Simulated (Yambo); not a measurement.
# Sn (Fd-3m) in Yambo: further runs, part 2 of 2

Yambo 5.3.0.

**3. G0W0 quasiparticle levels, PBE**

The input, g0w05.in:

```
gw0
dyson
el_el_corr
rim_cut
HF_and_locXC
ppa
em1d
RandQpts= 1000000
RandGvec= 50 RL
EXXRLvcs= 72 Ry
VXCRLvcs= 72 Ry
Chimod= "HARTREE"
% BndsRnXp
 1 | 164 |
%
NGsBlkXp= 8 Ry
% LongDrXp
 1 | 1 | 1 |
%
PPAPntXp= 27.21138 eV
% GbndRnge
 1 | 164 |
%
GTermKind= "BG"
DysSolver= "n"
OnMassShell
ExtendOut
% QPkrange
 1 | 1 | 12 | 15 |
 4 | 4 | 12 | 15 |
 16 | 16 | 12 | 15 |
%
```

The input, scf.in:

```
&CONTROL
  calculation = 'scf'
  prefix = 'pwscf'
  outdir = './tmp'
  pseudo_dir = './pseudo'
/
&SYSTEM
  ibrav = 0
  A = 4.57263724
  nat = 2
  ntyp = 1
  ecutwfc = 72
  nbnd = 21
  occupations = 'smearing'
  smearing = 'fd'
  degauss = 0.00367493
  force_symmorphic = .true.
/
&ELECTRONS
  conv_thr = 4d-10
  electron_maxstep = 120
  mixing_beta = 0.5
/
ATOMIC_SPECIES
Sn   118.7100 Sn.upf
CELL_PARAMETERS alat
   0.0000000000    0.7071067811    0.7071067811
   0.7071067811    0.0000000000    0.7071067811
   0.7071067811    0.7071067811    0.0000000000
ATOMIC_POSITIONS alat
Sn     1.0606601717    1.0606601717    1.0606601717
Sn     0.7071067811    0.7071067811    0.7071067811
K_POINTS automatic
8 8 8 0 0 0
```

The input, nscf.in:

```
&CONTROL
  calculation = 'nscf'
  prefix = 'pwscf'
  outdir = './tmp'
  pseudo_dir = './pseudo'
/
&SYSTEM
  ibrav = 0
  A = 4.57263724
  nat = 2
  ntyp = 1
  ecutwfc = 72
  nbnd = 164
  occupations = 'smearing'
  smearing = 'fd'
  degauss = 0.00367493
  force_symmorphic = .true.
/
&ELECTRONS
  conv_thr = 1d-08
  diago_full_acc = .true.
  diago_thr_init = 1d-06
/
ATOMIC_SPECIES
Sn   118.7100 Sn.upf
CELL_PARAMETERS alat
   0.0000000000    0.7071067811    0.7071067811
   0.7071067811    0.0000000000    0.7071067811
   0.7071067811    0.7071067811    0.0000000000
ATOMIC_POSITIONS alat
Sn     1.0606601717    1.0606601717    1.0606601717
Sn     0.7071067811    0.7071067811    0.7071067811
K_POINTS automatic
6 6 6 0 0 0
```

Potentials or basis: PseudoDojo 0.4.1 SR PBE standard.

The run is started by

```console
$ OMP_NUM_THREADS=1 pw.x -in scf.in > scf.out
$ OMP_NUM_THREADS=1 pw.x -in nscf.in > nscf.out
$ cd tmp/pwscf.save; p2y; mv SAVE ../..; cd ../..
$ OMP_NUM_THREADS=1 yambo
$ mkdir -p g0w05; ln -s $PWD/g0w00/ndb.pp* g0w05/
$ mkdir -p g0w05; ln -s $PWD/g0w00/ndb.RIM g0w05/
$ OMP_NUM_THREADS=1 yambo -F g0w05.in -J g0w05 -C g0w05_out
```

Yambo's report:

```text
[... sections 02.01 to 02.04 as in the set-up run ...]

  [02.05] Energies & Occupations
  ==============================

  [X] === General ===
  [X] Electronic Temperature                        :  0.258693E-1   300.200    [eV K]
  [X] Bosonic    Temperature                        :  0.258606E-1   300.100    [eV K]
  [X] Finite Temperature mode                       : yes
  [X] El. density                                   :  0.41416E+24 [cm-3]
  [X] Fermi Level                                   :  8.228077 [eV]

  [X] === Gaps and Widths ===
  [X] Conduction Band Min                           :  8.228077 [eV]
  [X] Valence Band Max                              :  8.228077 [eV]
  [X] Filled Bands                                  :  12
  [X] Metallic Bands                                :  13  15
  [X] Empty Bands                                   :   16  164

  [X] === Metallic Characters ===
  [X] N of el / N of met el                         :  28.00000   3.82720
  [X] Average metallic occ.                         :  0.318933

  [WARNING] [X] Metallic system

 [03] Transferred momenta grid and indexing
 ==========================================

 IBZ Q-points                                      :  16
 BZ  Q-points                                      :  216

 K/Q-points units:
 rlu = crystal or reduced units; cc = cartesian coordinates; iku = interal k-units

 Q [ 1]         [rlu]:  0.000000  0.000000  0.000000
 Q [ 2]         [rlu]:  0.39840E-17  0.17862E-16  0.16667
 Q [ 3]         [rlu]:  0.79680E-17  0.35724E-16  0.33333
 Q [ 4]         [rlu]:  0.71315E-16  0.15804E-16 -0.50000
 Q [ 5]         [rlu]: -0.86680E-17  0.16667      0.16667
 Q [ 6]         [rlu]:  0.39840E-17  0.16667      0.33333
 Q [ 7]         [rlu]: -0.19788E-16  0.16667      0.50000
 Q [ 8]         [rlu]:  0.17333E-16  0.16667     -0.33333
[... 214 lines left out ...]
  =============================

  Legend (energies in eV)
  - B  : Band       - Eo  : bare energy
  - E  : QP energy  - Z   : Renormalization factor
  - lXC: Local XC (Perdew, Burke & Ernzerhof(X)+Perdew, Burke & Ernzerhof(C))
  -nlXC: non-Local XC (Hartree-Fock)

  QP [eV] @ K [1] (iku):  0.000000  0.000000  0.000000
   B=12 Eo= -0.57 E= -1.05 E-Eo= -0.48 Re(Z)=1.00 Im(Z)=  0.00000 nlXC=-12.30681 lXC=-13.34037
   B=13 Eo=  0.07 E= -0.90 E-Eo= -0.97 Re(Z)=1.00 Im(Z)=  0.00000 nlXC=-11.45487 lXC=-11.38395
   B=14 Eo=  0.07 E= -0.91 E-Eo= -0.98 Re(Z)=1.00 Im(Z)=  0.00000 nlXC=-11.45487 lXC=-11.38395
   B=15 Eo=  0.07 E= -0.91 E-Eo= -0.99 Re(Z)=1.00 Im(Z)=  0.00000 nlXC=-11.45487 lXC=-11.38395

  QP [eV] @ K [4] (iku): -0.250000 -0.250000  0.250000
   B=12 Eo= -6.35 E= -7.34 E-Eo= -0.99 Re(Z)=1.00 Im(Z)=  0.00000 nlXC=-15.20944 lXC=-10.89840
   B=13 Eo= -1.14 E= -2.28 E-Eo= -1.13 Re(Z)=1.00 Im(Z)=  0.00000 nlXC=-12.91077 lXC=-10.83031
   B=14 Eo= -1.14 E= -2.28 E-Eo= -1.14 Re(Z)=1.00 Im(Z)=  0.00000 nlXC=-12.91076 lXC=-10.83031
   B=15 Eo=  0.00 E= -0.42 E-Eo= -0.43 Re(Z)=1.00 Im(Z)=  0.00000 nlXC= -8.82515 lXC=-10.93396

  QP [eV] @ K [16] (iku): -0.50000      0.16667      0.11962E-16
   B=12 Eo= -7.52 E= -8.34 E-Eo= -0.83 Re(Z)=1.00 Im(Z)=  0.00000 nlXC=-16.56465 lXC=-11.76394
   B=13 Eo= -2.97 E= -4.07 E-Eo= -1.10 Re(Z)=1.00 Im(Z)=  0.00000 nlXC=-12.55706 lXC= -9.79899
   B=14 Eo= -2.97 E= -4.07 E-Eo= -1.10 Re(Z)=1.00 Im(Z)=  0.00000 nlXC=-12.55706 lXC= -9.79857
   B=15 Eo=  2.29 E=  1.92 E-Eo= -0.38 Re(Z)=1.00 Im(Z)= 0.000000 nlXC=-6.091109 lXC=-9.740301

  [WR./g0w05//ndb.QP]-------------------------------------------------------------
   Lattice constants                                :  6.110132  6.110132  6.110132
   Coulomb cutoff potential                         : none
   Electronic Temperature                           :  300.2000 [K]
   Bosonic    Temperature                           :  300.1000 [K]
   Green`s function   energies                      : Perdew, Burke & Ernzerhof(X)+Perdew, Burke & Ernzerhof(C)
   wavefunctions                                    : Perdew, Burke & Ernzerhof(X)+Perdew, Burke & Ernzerhof(C)
   PPA    diel. fun.  energies                      : Perdew, Burke & Ernzerhof(X)+Perdew, Burke & Ernzerhof(C)
   wavefunctions                                    : Perdew, Burke & Ernzerhof(X)+Perdew, Burke & Ernzerhof(C)
   QP tot states                                    :  12
   GW solver                                        : Newton
   GW approximation                                 : PPA
   PPA imaginary Energy                             :  27.21138 ev
   RIM G`s                                          :   51
   RIM random pts                                   :  1000000
   dS/dw steps                                      :  2
   dS/dw step                                       :  0.100000 ev
   X G`s                                            :  181 used
   X G`s                                            :  181 disk
   X bands                                          :    1  164
   X poles                                          :  100.0000 o/o
   X e/h E range                                    : -1.000000 -1.000000 ev
   X Hxc Kernel                                     : HARTREE
   X BZ energy Double Grid                          : no
   X Optical Averaged directions                    : none
   Sc/G bands                                       :    1  164
   Sc/G damping                                     :  0.100000 ev
   Sc bands terminator                              : yes
   Sc terminator kind                               : BG
   Sc Terminator pole                               :  40.81708
   Sx RL components                                 :   4813

   QP @ state[ 1 ] K range                          :  1  1
   QP @ state[ 1 ] b range                          :  12  15
   QP @ state[ 2 ] K range                          :   4   4
   QP @ state[ 2 ] b range                          :  12  15
   QP @ state[ 3 ] K range                          :  16  16
   QP @ state[ 3 ] b range                          :  12  15
   GF energies kind                                 : Perdew, Burke & Ernzerhof(X)+Perdew, Burke & Ernzerhof(C)
   GF WF`s kind                                     : Perdew, Burke & Ernzerhof(X)+Perdew, Burke & Ernzerhof(C)
   Xs energies kind                                 : Perdew, Burke & Ernzerhof(X)+Perdew, Burke & Ernzerhof(C)
   Xs WF`s kind                                     : Perdew, Burke & Ernzerhof(X)+Perdew, Burke & Ernzerhof(C)
```

o-g0w05.qp:

```text
# GW solver                                       : Newton
# GW approximation                                : PPA
# PPA imaginary Energy                            :   27.2113800    [ev]
[... 45 lines left out ...]
        16                 14                -2.970044          -4.069704          -1.099660          -9.798572          -12.55706           1.658825           1.658825           0.000000           1.000000           0.000000           14.31344           45.98559
        16                 15                 2.291771           1.916412          -0.375359          -9.740301          -6.091109          -4.024551          -4.024551           0.000000           1.000000           0.000000          -19.11550           34.43342
#
```

Results:

* Band gap on the k mesh, mean-field level: none (metal or under the smearing width)

Quasiparticle terms (eV):
```csv
k point,band,Kohn-Sham level,Vxc,Σx,Σc,Z,result
"(0.000, 0.000, 0.000)",12,-0.57,-13.34,-12.31,-1.51,1.00,-1.05
"(0.000, 0.000, 0.000)",13,0.07,-11.38,-11.45,-0.90,1.00,-0.90
"(0.000, 0.000, 0.000)",14,0.07,-11.38,-11.45,-0.91,1.00,-0.91
"(0.000, 0.000, 0.000)",15,0.07,-11.38,-11.45,-0.92,1.00,-0.91
"(0.000, 0.000, -0.500)",12,-6.35,-10.90,-15.21,3.32,1.00,-7.34
"(0.000, 0.000, -0.500)",13,-1.14,-10.83,-12.91,0.95,1.00,-2.28
"(0.000, 0.000, -0.500)",14,-1.14,-10.83,-12.91,0.94,1.00,-2.28
"(0.000, 0.000, -0.500)",15,0.00,-10.93,-8.83,-2.54,1.00,-0.42
"(0.167, -0.500, -0.333)",12,-7.52,-11.76,-16.56,3.97,1.00,-8.34
"(0.167, -0.500, -0.333)",13,-2.97,-9.80,-12.56,1.66,1.00,-4.07
"(0.167, -0.500, -0.333)",14,-2.97,-9.80,-12.56,1.66,1.00,-4.07
"(0.167, -0.500, -0.333)",15,2.29,-9.74,-6.09,-4.02,1.00,1.92
```

Caveat: the potentials hold a filled d shell without the s and p states of that shell, which can shift GW gaps by tenths of an eV, either way; the plasmon-pole model is rough for a metal; this version prints the column dSc/dw multiplied by 27.2; without the factor Z the correction comes out too large; the terminator is approximate in this version, by hundredths of an eV.

**4. G0W0 quasiparticle levels, PBE**

The input, g0w06.in:

```
gw0
dyson
el_el_corr
rim_cut
HF_and_locXC
ppa
em1d
RandQpts= 1000000
RandGvec= 50 RL
EXXRLvcs= 40 Ry
VXCRLvcs= 40 Ry
Chimod= "HARTREE"
% BndsRnXp
 1 | 164 |
%
NGsBlkXp= 8 Ry
% LongDrXp
 1 | 1 | 1 |
%
PPAPntXp= 27.21138 eV
% GbndRnge
 1 | 164 |
%
GTermKind= "BG"
DysSolver= "n"
ExtendOut
% QPkrange
 1 | 1 | 12 | 15 |
 4 | 4 | 12 | 15 |
 16 | 16 | 12 | 15 |
%
```

scf.in is that of step 3.

nscf.in is that of step 3.

Potentials or basis: PseudoDojo 0.4.1 SR PBE standard.

The run is started by

```console
$ OMP_NUM_THREADS=1 pw.x -in scf.in > scf.out
$ OMP_NUM_THREADS=1 pw.x -in nscf.in > nscf.out
$ cd tmp/pwscf.save; p2y; mv SAVE ../..; cd ../..
$ OMP_NUM_THREADS=1 yambo
$ mkdir -p g0w06; ln -s $PWD/g0w00/ndb.pp* g0w06/
$ mkdir -p g0w06; ln -s $PWD/g0w00/ndb.RIM g0w06/
$ OMP_NUM_THREADS=1 yambo -F g0w06.in -J g0w06 -C g0w06_out
```

Yambo's report:

```text
[... sections 02.01 to 02.04 as in the set-up run ...]

  [02.05] Energies & Occupations
  ==============================

  [X] === General ===
  [X] Electronic Temperature                        :  0.258693E-1   300.200    [eV K]
  [X] Bosonic    Temperature                        :  0.258606E-1   300.100    [eV K]
  [X] Finite Temperature mode                       : yes
  [X] El. density                                   :  0.41416E+24 [cm-3]
  [X] Fermi Level                                   :  8.228077 [eV]

  [X] === Gaps and Widths ===
  [X] Conduction Band Min                           :  8.228077 [eV]
  [X] Valence Band Max                              :  8.228077 [eV]
  [X] Filled Bands                                  :  12
  [X] Metallic Bands                                :  13  15
  [X] Empty Bands                                   :   16  164

  [X] === Metallic Characters ===
  [X] N of el / N of met el                         :  28.00000   3.82720
  [X] Average metallic occ.                         :  0.318933

  [WARNING] [X] Metallic system

 [03] Transferred momenta grid and indexing
 ==========================================

 IBZ Q-points                                      :  16
 BZ  Q-points                                      :  216

 K/Q-points units:
 rlu = crystal or reduced units; cc = cartesian coordinates; iku = interal k-units

 Q [ 1]         [rlu]:  0.000000  0.000000  0.000000
 Q [ 2]         [rlu]:  0.39840E-17  0.17862E-16  0.16667
 Q [ 3]         [rlu]:  0.79680E-17  0.35724E-16  0.33333
 Q [ 4]         [rlu]:  0.71315E-16  0.15804E-16 -0.50000
 Q [ 5]         [rlu]: -0.86680E-17  0.16667      0.16667
 Q [ 6]         [rlu]:  0.39840E-17  0.16667      0.33333
 Q [ 7]         [rlu]: -0.19788E-16  0.16667      0.50000
 Q [ 8]         [rlu]:  0.17333E-16  0.16667     -0.33333
[... 226 lines left out ...]
   B=12 Eo= -0.57 E= -0.94 E-Eo= -0.37 Re(Z)=0.78 Im(Z)=-0.143132E-2 nlXC= -12.3059 lXC= -13.3446 So= -1.51261
   B=13 Eo=  0.07 E= -0.68 E-Eo= -0.76 Re(Z)=0.79 Im(Z)=-0.161898E-2 nlXC= -11.4425 lXC= -11.3813 So=-0.903898
   B=14 Eo=  0.07 E= -0.69 E-Eo= -0.77 Re(Z)=0.79 Im(Z)=-0.161899E-2 nlXC= -11.4425 lXC= -11.3813 So=-0.913025
   B=15 Eo=  0.07 E= -0.69 E-Eo= -0.77 Re(Z)=0.79 Im(Z)=-0.161944E-2 nlXC= -11.4425 lXC= -11.3813 So=-0.915213

  QP [eV] @ K [4] (iku): -0.250000 -0.250000  0.250000
   B=12 Eo= -6.35 E= -7.12 E-Eo= -0.77 Re(Z)=0.78 Im(Z)= -0.06561 nlXC=-15.20755 lXC=-10.89481 So=  3.32285
   B=13 Eo= -1.14 E= -2.02 E-Eo= -0.88 Re(Z)=0.78 Im(Z)=-0.107095E-2 nlXC= -12.9047 lXC= -10.8280 So= 0.948998
   B=14 Eo= -1.14 E= -2.03 E-Eo= -0.88 Re(Z)=0.78 Im(Z)=-0.106302E-2 nlXC= -12.9047 lXC= -10.8280 So= 0.942997
   B=15 Eo=  0.00 E= -0.33 E-Eo= -0.34 Re(Z)=0.79 Im(Z)=-0.157931E-2 nlXC= -8.81671 lXC= -10.9283 So= -2.53669

  QP [eV] @ K [16] (iku): -0.50000      0.16667      0.11962E-16
   B=12 Eo= -7.52 E= -8.08 E-Eo= -0.56 Re(Z)=0.68 Im(Z)=-0.728408E-3 nlXC= -16.5601 lXC= -11.7626 So=  3.97316
   B=13 Eo= -2.97 E= -3.81 E-Eo= -0.84 Re(Z)=0.76 Im(Z)=-0.473558E-4 nlXC= -12.5543 lXC= -9.79114 So=  1.66235
   B=14 Eo= -2.97 E= -3.81 E-Eo= -0.84 Re(Z)=0.76 Im(Z)=-0.577912E-4 nlXC= -12.5543 lXC= -9.79329 So=  1.65882
   B=15 Eo=  2.29 E=  2.00 E-Eo= -0.29 Re(Z)=0.79 Im(Z)=-0.694971E-2 nlXC= -6.07632 lXC= -9.72676 So= -4.02455

  [WR./g0w06//ndb.QP]-------------------------------------------------------------
   Lattice constants                                :  6.110132  6.110132  6.110132
   Coulomb cutoff potential                         : none
   Electronic Temperature                           :  300.2000 [K]
   Bosonic    Temperature                           :  300.1000 [K]
   Green`s function   energies                      : Perdew, Burke & Ernzerhof(X)+Perdew, Burke & Ernzerhof(C)
   wavefunctions                                    : Perdew, Burke & Ernzerhof(X)+Perdew, Burke & Ernzerhof(C)
   PPA    diel. fun.  energies                      : Perdew, Burke & Ernzerhof(X)+Perdew, Burke & Ernzerhof(C)
   wavefunctions                                    : Perdew, Burke & Ernzerhof(X)+Perdew, Burke & Ernzerhof(C)
   QP tot states                                    :  12
   GW solver                                        : Newton
   GW approximation                                 : PPA
   PPA imaginary Energy                             :  27.21138 ev
   RIM G`s                                          :   51
   RIM random pts                                   :  1000000
   dS/dw steps                                      :  2
   dS/dw step                                       :  0.100000 ev
   X G`s                                            :  181 used
   X G`s                                            :  181 disk
   X bands                                          :    1  164
   X poles                                          :  100.0000 o/o
   X e/h E range                                    : -1.000000 -1.000000 ev
   X Hxc Kernel                                     : HARTREE
   X BZ energy Double Grid                          : no
   X Optical Averaged directions                    : none
   Sc/G bands                                       :    1  164
   Sc/G damping                                     :  0.100000 ev
   Sc bands terminator                              : yes
   Sc terminator kind                               : BG
   Sc Terminator pole                               :  40.81708
   Sx RL components                                 :  1989

   QP @ state[ 1 ] K range                          :  1  1
   QP @ state[ 1 ] b range                          :  12  15
   QP @ state[ 2 ] K range                          :   4   4
   QP @ state[ 2 ] b range                          :  12  15
   QP @ state[ 3 ] K range                          :  16  16
   QP @ state[ 3 ] b range                          :  12  15
   GF energies kind                                 : Perdew, Burke & Ernzerhof(X)+Perdew, Burke & Ernzerhof(C)
   GF WF`s kind                                     : Perdew, Burke & Ernzerhof(X)+Perdew, Burke & Ernzerhof(C)
   Xs energies kind                                 : Perdew, Burke & Ernzerhof(X)+Perdew, Burke & Ernzerhof(C)
   Xs WF`s kind                                     : Perdew, Burke & Ernzerhof(X)+Perdew, Burke & Ernzerhof(C)
```

What came out:

```yaml
Band_gap_on_the_k_mesh_mean-field_level: none (metal or under the smearing width)
```

Quasiparticle terms (eV):
```tsv
k point	band	Kohn-Sham level	Vxc	Σx	Σc	Z	result
(0.000, 0.000, 0.000)	12	-0.57	-13.34	-12.31	-1.51	0.78	-0.94
(0.000, 0.000, 0.000)	13	0.07	-11.38	-11.44	-0.90	0.79	-0.68
(0.000, 0.000, 0.000)	14	0.07	-11.38	-11.44	-0.91	0.79	-0.69
(0.000, 0.000, 0.000)	15	0.07	-11.38	-11.44	-0.92	0.79	-0.69
(0.000, 0.000, -0.500)	12	-6.35	-10.89	-15.21	3.32	0.78	-7.12
(0.000, 0.000, -0.500)	13	-1.14	-10.83	-12.90	0.95	0.78	-2.02
(0.000, 0.000, -0.500)	14	-1.14	-10.83	-12.90	0.94	0.78	-2.03
(0.000, 0.000, -0.500)	15	0.00	-10.93	-8.82	-2.54	0.79	-0.33
(0.167, -0.500, -0.333)	12	-7.52	-11.76	-16.56	3.97	0.68	-8.08
(0.167, -0.500, -0.333)	13	-2.97	-9.79	-12.55	1.66	0.76	-3.81
(0.167, -0.500, -0.333)	14	-2.97	-9.79	-12.55	1.66	0.76	-3.81
(0.167, -0.500, -0.333)	15	2.29	-9.73	-6.08	-4.02	0.79	2.00
```

Caveat: the potentials hold a filled d shell without the s and p states of that shell, which can shift GW gaps by tenths of an eV, either way; the plasmon-pole model is rough for a metal; this version prints the column dSc/dw multiplied by 27.2; the terminator is approximate in this version, by hundredths of an eV.

**5. Overview**

```csv
task,states corrected,cutoff of exchange and Vxc,"bands corrected (first, last)",direction of the field or of q to 0,broadening,other keys,gap on the mesh (eV)
Hartree-Fock levels,all k points,72 Ry,"[10, 16]",-,-,-,none
G0W0 quasiparticle levels,Γ and the k points of the band edges,72 Ry,"[12, 15]",x + y + z,0.1 eV,"several, not listed",none
G0W0 quasiparticle levels,Γ and the k points of the band edges,40 Ry,"[12, 15]",x + y + z,0.1 eV,"several, not listed",none
```

Alike in all rows: level PBE; potentials or basis PseudoDojo 0.4.1 SR PBE standard; no spin polarisation; cell as given; k mesh 6 × 6 × 6; cutoff (eV) 980; smearing fermi-dirac 0.05 eV.

Caveats: the potentials hold a filled d shell without the s and p states of that shell, which can shift GW gaps by tenths of an eV, either way; the plasmon-pole model is rough for a metal (some runs); this version prints the column dSc/dw multiplied by 27.2 (some runs); the terminator is approximate in this version, by hundredths of an eV (some runs); without the factor Z the correction comes out too large (some runs).

Total energies depend on the potentials used, so only differences within one code and one set of settings carry meaning.
